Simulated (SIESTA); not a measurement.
CdSe (Cadmoselite) under changes of volume

One of the cells (28.102 Å³/atom); the others are scaled copies at fixed shape and fractional positions:

```
Cd Se
1.0
     4.30000    0.00000    0.00000
    -2.15000    3.72391    0.00000
     0.00000    0.00000    7.02000
Cd Se
2 2
Cartesian
  2.1500 1.2413 3.5100
  0.0000 2.4826 0.0000
  2.1500 1.2413 6.2127
  0.0000 2.4826 2.7027
```

* Program: SIESTA 5.4.2
* Functional: OLYP
* Potentials or basis: PseudoDojo 0.4 standard (PBE files)
* Basis: DZP (energy shift 0.002 Ry)
* Grid cutoff: 800 Ry
* Energy shift: 0.002 Ry
* k mesh: 7 × 7 × 4
* Occupations: fermi-dirac, width 0.05 eV
* Spin: no spin polarisation

```csv
volume (Å³/atom),energy over the lowest point (meV/atom),pressure (GPa),gap on the mesh (eV),largest force (eV/Å)
26.416,?,?,?,?
26.978,90.40,8.6,1.50,0.385
27.540,62.87,7.1,1.43,0.356
28.102,40.37,5.7,1.36,0.330
28.665,22.67,4.5,1.30,0.307
29.227,9.95,3.4,1.24,0.284
29.789,0.00,2.4,1.18,0.262
```

Problem. What does the run at 26.416 Å³/atom give?

Solution. Energy over the lowest point 123.77 meV/atom; pressure 10.4 GPa; gap on the mesh 1.56 eV; largest force 0.415 eV/Å.

Worked out: A Birch-Murnaghan fit of order 3 (a polynomial in V^(-2/3)) to the other rows has no minimum within the range. It gives 124.44 meV/atom at 26.416 Å³/atom, against the run's 123.77, and -dE/dV = 10.7 GPa, against 10.4. A straight line through the other rows of the gap, of slope -3.22 eV per unit of ln V (its deformation potential), extrapolates to 1.56 eV, against the run's 1.56.

Energies are extrapolated to zero smearing.

Caveats: semicore shells carry a single zeta, which can move pressures by several GPa and volumes by a few percent; the potentials were made for another functional, which shifts forces and pressure; an odd mesh through Γ misses points on the zone boundary, where band edges often lie; the basis of atomic orbitals isn't converged, which shifts pressures, moduli and gaps. Spin-orbit coupling on Cd, Se is left out.
